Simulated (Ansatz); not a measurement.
# MoS2: relaxation of cell and atoms with PBEsol

MoS2:

```
Mo S
1.0
     1.58000    0.91221    6.15000
    -1.58000    0.91221    6.15000
     0.00000   -1.82443    6.15000
Mo S
1 2
Cartesian
  0.0000 0.0000 0.0000
  0.0000 0.0000 7.6936
  0.0000 0.0000 4.6125
```

Measurements of this composition are mostly on another form, of space group No. 194.

```yaml
Program: Ansatz 0.2.0
Task: relaxation of cell and atoms
Functional: PBEsol
Potentials_or_basis: all-electron LAPW, scalar-relativistic
Basis_error_allowed: 0.002 eV/atom
k_mesh: 10 × 10 × 10
Occupations: fermi-dirac, width 0.05 eV
Spin: no spin polarisation
Target_pressure: 5 GPa
```

```yaml
Relaxed_volume: 16.07 Å³/atom
Relaxed_cell: a = 6.030 Å, b = 6.030 Å, c = 6.030 Å, α = 29.88°, β = 29.88°, γ = 29.88°
Space_group_after_relaxing_to_0.05_Å: R3m (No. 160)
Energy_change_on_relaxing_the_enthalpy_is_what_falls: +19.6 meV/atom
Ionic_steps: 6
Pressure_after_relaxing: 5.0 GPa
Largest_force_after_relaxing: 0.006 eV/Å
Band_gap_on_the_k_mesh: 0.49 eV
```

Forces in eV/Å, atoms in the order of the input:
```
Mo   0.000  0.000 -0.003
S    0.000  0.000 -0.003
S    0.000  0.000  0.006
```

The path:
```tsv
step	energy change (eV)	largest force (eV/Å)	volume (Å³)
1	0.0000	0.2600	53.18
2	0.1787	0.4286	46.60
3	0.0413	0.0830	48.93
4	0.0568	0.0459	48.29
5	0.0590	0.0065	48.22
6	0.0589	0.0064	48.22
```

Final structure:
```
CELL_PARAMETERS angstrom
1.55491 0.89773 5.75687
-1.55491 0.89773 5.75687
0.00000 -1.79546 5.75687
ATOMIC_POSITIONS crystal
Mo 0.00006 0.00006 0.00006
S 0.42378 0.42378 0.42378
S 0.24316 0.24316 0.24316
```

Wall time 82 s on 2 threads of Intel(R) Xeon(R) 6975P-C (Granite Rapids) (shared host), peak memory 0.56 GiB.

A k mesh can miss the band edges. Expect the measured gap to be larger: semilocal functionals such as PBEsol lack the derivative discontinuity.
